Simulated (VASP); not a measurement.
Input of a VASP 6.6.1 run:

Contents of INCAR:

```
  PREC = Accurate
  ENCUT = 520
  EDIFF = 1E-6
  ISMEAR = 0
  SIGMA = 0.03
  LREAL = F
  LASPH = T
  NELM = 80
  ALGO = Fast
  ISIF = 2
  LWAVE = F
  LCHARG = F
  MAGMOM = 0 0 0 0 0 0 0 0 0 0 0 0
  LORBIT = 11
  LSORBIT = T
  GGA_COMPAT = F
  GGA = PE
  KPAR = 2
```

Contents of KPOINTS:

```
Automatic mesh
0
Gamma
  6 6 3
```

Contents of POSCAR:

```
CdS                                     
1.0
    4.1314640066      0.0000000000     -0.0000000000
   -2.0657320033      3.5779527845     -0.0000000000
   -0.0000000000      0.0000000000      6.7246200047
  Cd              S             
     2     2
Direct
     0.3333333332999970    0.6666666667000030    0.9993194298706768
     0.6666666667000030    0.3333333332999970    0.4993194298706768
     0.3333333332999970    0.6666666667000030    0.3756805701293232
     0.6666666667000030    0.3333333332999970    0.8756805701293232
```

Contents of KPOINTS_OPT:

```
explicit points
213
Reciprocal
 0.0000000000  0.0000000000  0.0000000000 1
 0.0357142857  0.0000000000  0.0000000000 1
 0.0714285714  0.0000000000  0.0000000000 1
 0.1071428571  0.0000000000  0.0000000000 1
 0.1428571429  0.0000000000  0.0000000000 1
 0.1785714286  0.0000000000  0.0000000000 1
[... 205 lines left out ...]
 0.5000000000  0.0000000000  0.0375279400 1
 0.5000000000  0.0000000000 -0.0375279400 1
```

Potentials or basis: VASP PAW PBE potentials, release 64 (Cd, S).

Launch:

```sh
$ cat potpaw_PBE.64/Cd/POTCAR potpaw_PBE.64/S/POTCAR > POTCAR
$ mpirun -np 2 vasp_ncl > vasp.out
```

**Question.** What does it give for the pressure?

**Answer.** 3.1 GPa.
